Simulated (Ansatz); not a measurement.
# Cd: which structure wins at one pressure

Which of fcc, bcc, hcp, simple hexagonal, diamond, omega has the lowest enthalpy for Cd at one common pressure? Methods of the runs shown: LAPW. Companion runs by PAW are cited.

Computed with Ansatz 0.2.0 (DFT, PBE, all-electron LAPW, scalar-relativistic, unless a step's input says otherwise).

### Step 1. The system as given

Symmetry: Fm-3m, No. 225, cubic system. The conventional cell has a = 4.346 Å, b = 4.346 Å, c = 4.346 Å, α = 90.00°, β = 90.00°, γ = 90.00°. Around Cd (site symmetry m-3m) lie 12 Cd at 3.07 Å.

Structure file:

```cif
data_structure
_symmetry_space_group_name_H-M 'Fm-3m'
_symmetry_Int_Tables_number 225
_cell_length_a 4.3462
_cell_length_b 4.3462
_cell_length_c 4.3462
_cell_angle_alpha 90.000
_cell_angle_beta 90.000
_cell_angle_gamma 90.000
_cell_volume 82.10
loop_
_atom_site_label
_atom_site_type_symbol
_atom_site_symmetry_multiplicity
_atom_site_Wyckoff_symbol
_atom_site_fract_x
_atom_site_fract_y
_atom_site_fract_z
_atom_site_occupancy
Cd1 Cd 4 a 0.00000 0.00000 0.00000 1
```

The file gives the conventional cell by its symmetry; the runs use the cell typed in the input.

### Step 2. Fcc relaxed under pressure, LAPW

The input, input.yaml:

```yaml
crystal:
  lattice:
    - [0.0, 2.1731133212, 2.1731133212]
    - [2.1731133212, 0.0, 2.1731133212]
    - [2.1731133212, 2.1731133212, 0.0]
  atoms:
    - { symbol: Cd, position: [0.0, 0.0, 0.0] }
kpoints:
  mp_grid: { grid: [15, 15, 15] }
scf:
  occupations: { method: fermi_dirac, width: 0.05 }
hamiltonian:
  xc: pbe
  pseudopotentials: { kind: all_electron, lapw: { basis_error: 0.0005 } }
output:
  forces: true
  stress: true
  eigenvalues: true
relax:
  f_tol: 0.005
  max_steps: 12
  cell: { p_target: 6.1, stress_tol: 0.03 }
```

On the command line:

```console
> ansatz run input.yaml --threads 1 --pin off --max-ram 3584MiB --backend cpu --events-out ev --progress --plain --runs-dir out
```

The log of the run (excerpt; [...] marks lines left out):

```text
[...]
LAPW: plane waves up to 7.942 Å⁻¹, error target 5.0e-4 eV per atom; small_component_spin mean_spin; Cd in spheres of 1.491 Å, 20 of its electrons in bands, Dirac shells []
[...]
Pseudopotentials: kind: all_electron
Pseudopotential: Cd, LAPW, valence charge 20, Koelling and Harmon's equation, gaussian nucleus
Functional definition: PBE
[...]
Crystal: 1 atoms, lattice volume = 20.525 Å³
Basis set: ecut = 240.30010948453292 eV, 169 PW (Γ), exchange–correlation at level 2
Bands: 14, of which v1, the nominal top of the filled ones, is band 10 counted from 1 (9 counted from 0)
Symmetry: 48 space group operations
Space group: Fm-3m (ITA 225), of the structure as read, at distance tolerance 2.7e-5 Å
k-points: 120 of 3375
[...]
SCF iter   1: F=—  HF=-152235.452959 eV  |F-HF|=—  |Δ(HF+E_count)|=         —  Δρ=1.29e-2  dr2=2.39e-2  ethr=1.18e-4  ⟨swp⟩=3.1  Hψ=11967  notcnv=0
[...]
relax step   1: F+E_penalty+E_count = -152235.39614539 eV  Δ(F+E_penalty+E_count) = +0.000e0 eV  max|allowed force component| = 0.000e0 eV/Å  Δτ_max = 0.0000 Å  P = +6.074 GPa  Ω = 20.525 Å³  (7 SCF iters, accepted)
[...]
relax step   2: F+E_penalty+E_count = -152235.39614539 eV  Δ(F+E_penalty+E_count) = +1.164e-10 eV  max|allowed force component| = 0.000e0 eV/Å  Δτ_max = 0.0000 Å  P = +6.074 GPa  Ω = 20.525 Å³  stress off target by 2.65e-2 GPa  SCF on the basis re-selected at this cell (its energy is not [...]
SCF converged after 2 iterations
Free energy (F): -152235.396145 eV
[...]
E sigma→0 (E₀):  -152235.394866 eV
Entropy (-TS):   -0.002560 eV (-2.560 meV/atom)
Fermi energy:    16.817910 eV
[...]
--- Forces (eV/Å), atoms counted from 1 ---
  atom   1  Cd    -0.00000000     0.00000000     0.00000000
[...]
--- Stress (GPa, compression-positive) ---
        6.073543      -0.000000       0.000000
       -0.000000       6.073543      -0.000000
        0.000000      -0.000000       6.073543
  P = ⅓ Tr σ = 6.0735 GPa (60.735 kbar)
--- Band table (eV; the first three rows and the last of 120) ---
  k-point 0: bands = ["-86.2880", "-47.3132", "-47.3132", "-47.3132", "7.5204", "7.5204", "7.5204", "7.5760", "8.0387", "8.0387", "30.1302", "32.0279", "32.0279", "32.0279"]
[...]
--- Relaxed structure (1 steps of the walk, 1 accepted, 1 SCFs on fresh bases) ---
  F+E_penalty+E_count = -152235.39614539 eV   max|allowed force component| = 0.000e0 eV/Å   (the final SCF, on the basis selected at the relaxed cell)
  cell:  # Å, volume = 20.5247 Å³
    - [0.0, 2.1731133212, 2.1731133212]
    - [2.1731133212, 0.0, 2.1731133212]
    - [2.1731133212, 2.1731133212, 0.0]
  atoms:
    - { symbol: Cd, position: [0.0, 0.0, 0.0] }
```

Run time: 16 s. Hardware: 1 thread of Arm Neoverse V1, shared host; peak memory 0.31 GiB.

Step by step:

| step | energy from step 1 (eV/cell) | largest force component (eV/Å) | pressure (GPa) | volume (Å³) |
| --- | --- | --- | --- | --- |
| 1 | 0.0000 | 0.0000 | 6.07 | 20.52 |
| 2 | 0.0000 | 0.0000 | 6.07 | 20.52 |

Step 1 is the start. Step 2 repeats the geometry before on a plane-wave basis chosen anew for that cell, so the energy can jump there without any move; the table keeps such jumps.

| input's cell | before | after | change |
| --- | --- | --- | --- |
| a (Å) | 3.073 | 3.073 | -0.0 % |
| b (Å) | 3.073 | 3.073 | -0.0 % |
| c (Å) | 3.073 | 3.073 | -0.0 % |
| volume (Å³/atom) | 20.52 | 20.52 | -0.0 % |

In short: pressure 6.07 GPa; no gap.

### Step 3. Bcc relaxed under pressure, LAPW

Edit input.yaml of step 2 so:

```diff
@@ -2,5 +2,5 @@
   lattice:
-    - [0.0, 2.1731133212, 2.1731133212]
-    - [2.1731133212, 0.0, 2.1731133212]
-    - [2.1731133212, 2.1731133212, 0.0]
+    - [-1.7339463774, 1.7339463774, 1.7339463774]
+    - [1.7339463774, -1.7339463774, 1.7339463774]
+    - [1.7339463774, 1.7339463774, -1.7339463774]
   atoms:
@@ -8,3 +8,3 @@
 kpoints:
-  mp_grid: { grid: [15, 15, 15] }
+  mp_grid: { grid: [16, 16, 16] }
 scf:
```

On the command line:

```console
> ansatz run input.yaml --threads 1 --pin off --max-ram 3584MiB --backend cpu --events-out ev --progress --plain --runs-dir out
```

The log of the run (excerpt; [...] marks lines left out):

```text
[...]
LAPW: plane waves up to 8.160 Å⁻¹, error target 5.0e-4 eV per atom; small_component_spin mean_spin; Cd in spheres of 1.457 Å, 20 of its electrons in bands, Dirac shells []
[...]
[... 3 set-up lines as earlier in the session ...]
[...]
Crystal: 1 atoms, lattice volume = 20.853 Å³
Basis set: ecut = 253.66902107083726 eV, 201 PW (Γ), exchange–correlation at level 2
Bands: 14, of which v1, the nominal top of the filled ones, is band 10 counted from 1 (9 counted from 0)
[... 1 set-up line as earlier in the session ...]
Space group: Im-3m (ITA 229), of the structure as read, at distance tolerance 2.8e-5 Å
k-points: 145 of 4096
[...]
SCF iter   1: F=—  HF=-152235.401275 eV  |F-HF|=—  |Δ(HF+E_count)|=         —  Δρ=1.40e-2  dr2=3.31e-2  ethr=1.64e-4  ⟨swp⟩=3.2  Hψ=14518  notcnv=0
[...]
Fermi energy:    16.659964 eV
[...]
--- Forces (eV/Å), atoms counted from 1 ---
  atom   1  Cd    -0.00000000    -0.00000000     0.00000000
[...]
--- Stress (GPa, compression-positive) ---
        6.073982      -0.000000       0.000000
       -0.000000       6.073982       0.000000
        0.000000       0.000000       6.073982
  P = ⅓ Tr σ = 6.0740 GPa (60.740 kbar)
--- Band table (eV; the first three rows and the last of 145) ---
  k-point 0: bands = ["-86.5805", "-47.6070", "-47.6070", "-47.6070", "7.1513", "7.1513", "7.1513", "7.3730", "7.8649", "7.8649", "31.4771", "31.4771", "31.4771", "33.5905"]
[...]
--- Relaxed structure (1 steps of the walk, 1 accepted, 1 SCFs on fresh bases) ---
  F+E_penalty+E_count = -152235.34761211 eV   max|allowed force component| = 0.000e0 eV/Å   (the final SCF, on the basis selected at the relaxed cell)
  cell:  # Å, volume = 20.8529 Å³
    - [-1.7339463774, 1.7339463774, 1.7339463774]
    - [1.7339463774, -1.7339463774, 1.7339463774]
    - [1.7339463774, 1.7339463774, -1.7339463774]
  atoms:
    - { symbol: Cd, position: [0.0, 0.0, 0.0] }
```

Run time: 20 s. Hardware: 1 thread of Arm Neoverse V1, shared host; peak memory 0.34 GiB.

The steps of the relaxation:

| step | energy from step 1 (eV/cell) | largest force component (eV/Å) | pressure (GPa) | volume (Å³) |
| --- | --- | --- | --- | --- |
| 1 | 0.0000 | 0.0000 | 6.07 | 20.85 |
| 2 | 0.0000 | 0.0000 | 6.07 | 20.85 |

Step 1 is the start. Step 2 repeats the geometry before on a plane-wave basis chosen anew for that cell, so the energy can jump there without any move; the table keeps such jumps.

| input's cell | before | after | change |
| --- | --- | --- | --- |
| a (Å) | 3.003 | 3.003 | -0.0 % |
| b (Å) | 3.003 | 3.003 | -0.0 % |
| c (Å) | 3.003 | 3.003 | -0.0 % |
| volume (Å³/atom) | 20.85 | 20.85 | -0.0 % |

Read from it: pressure 6.07 GPa; no gap.

### Step 4. Hcp relaxed under pressure, LAPW

The input, input.yaml:

```yaml
crystal:
  lattice:
    - [3.0011065595, 0.0, 0.0]
    - [-1.5005532798, 2.59903452, 0.0]
    - [0.0, 0.0, 5.2159411116]
  atoms:
    - { symbol: Cd, position: [0.3333333333, 0.6666666667, 0.25] }
    - { symbol: Cd, position: [0.6666666667, 0.3333333333, 0.75] }
kpoints:
  mp_grid: { grid: [14, 14, 8] }
scf:
  occupations: { method: fermi_dirac, width: 0.05 }
hamiltonian:
  xc: pbe
  pseudopotentials: { kind: all_electron, lapw: { basis_error: 0.0005 } }
output:
  forces: true
  stress: true
  eigenvalues: true
relax:
  f_tol: 0.005
  max_steps: 12
  cell: { p_target: 6.1, stress_tol: 0.03 }
```

On the command line:

```console
> ansatz run input.yaml --threads 1 --pin off --max-ram 3584MiB --backend cpu --events-out ev --progress --plain --runs-dir out
```

The log of the run (excerpt; [...] marks lines left out):

```text
[...]
LAPW: plane waves up to 8.167 Å⁻¹, error target 5.0e-4 eV per atom; small_component_spin mean_spin; Cd in spheres of 1.456 Å, 20 of its electrons in bands, Dirac shells []
[...]
[... 3 set-up lines as earlier in the session ...]
[...]
Crystal: 2 atoms, lattice volume = 40.684 Å³
Basis set: ecut = 254.09960044219173 eV, 373 PW (Γ), exchange–correlation at level 2
Bands: 24, of which v1, the nominal top of the filled ones, is band 20 counted from 1 (19 counted from 0)
Symmetry: 24 space group operations
Space group: P63/mmc (ITA 194), of the structure as read, at distance tolerance 3.4e-5 Å
k-points: 120 of 1568
[...]
SCF iter   1: F=—  HF=-304470.924126 eV  |F-HF|=—  |Δ(HF+E_count)|=         —  Δρ=1.50e-2  dr2=6.73e-2  ethr=1.67e-4  ⟨swp⟩=3.0  Hψ=19629  notcnv=0
[...]
--- Forces (eV/Å), atoms counted from 1 ---
  atom   1  Cd    -0.00000000    -0.00000000     0.00000000
  atom   2  Cd     0.00000000     0.00000000     0.00000000
[...]
--- Stress (GPa, compression-positive) ---
        6.093684      -0.000000       0.000000
        0.000000       6.093684       0.000000
        0.000000       0.000000       6.081243
  P = ⅓ Tr σ = 6.0895 GPa (60.895 kbar)
--- Band table (eV; the first three rows and the last of 120) ---
[... band rows left out ...]
[...]
--- Relaxed structure (1 steps of the walk, 1 accepted, 1 SCFs on fresh bases) ---
  F+E_penalty+E_count = -304470.80276822 eV   max|allowed force component| = 2.313e-17 eV/Å   (the final SCF, on the basis selected at the relaxed cell)
  cell:  # Å, volume = 40.6842 Å³
    - [3.00110655950513, 2.8867465652897538e-11, 0.0]
    - [-1.500553279777565, 2.599034519981124, 0.0]
    - [0.0, 0.0, 5.2159411116]
  atoms:
    - { symbol: Cd, position: [0.3333333333333333, 0.6666666666666666, 0.25] }
    - { symbol: Cd, position: [0.6666666666666666, 0.3333333333333333, 0.7500000000000001] }
```

Wall time 45 s (1 thread of Arm Neoverse V1, shared host); peak memory 0.49 GiB.

The steps of the relaxation:

| step | energy from step 1 (eV/cell) | largest force component (eV/Å) | pressure (GPa) | volume (Å³) |
| --- | --- | --- | --- | --- |
| 1 | 0.0000 | 0.0000 | 6.09 | 40.68 |
| 2 | 0.0000 | 0.0000 | 6.09 | 40.68 |

Step 1 is the start. Step 2 repeats the geometry before on a plane-wave basis chosen anew for that cell, so the energy can jump there without any move; the table keeps such jumps.

| input's cell | before | after | change |
| --- | --- | --- | --- |
| a (Å) | 3.001 | 3.001 | -0.0 % |
| b (Å) | 3.001 | 3.001 | -0.0 % |
| c (Å) | 5.216 | 5.216 | +0.0 % |
| volume (Å³/atom) | 20.34 | 20.34 | -0.0 % |

Result: pressure 6.09 GPa; no gap.

[end of part 1 of 2]
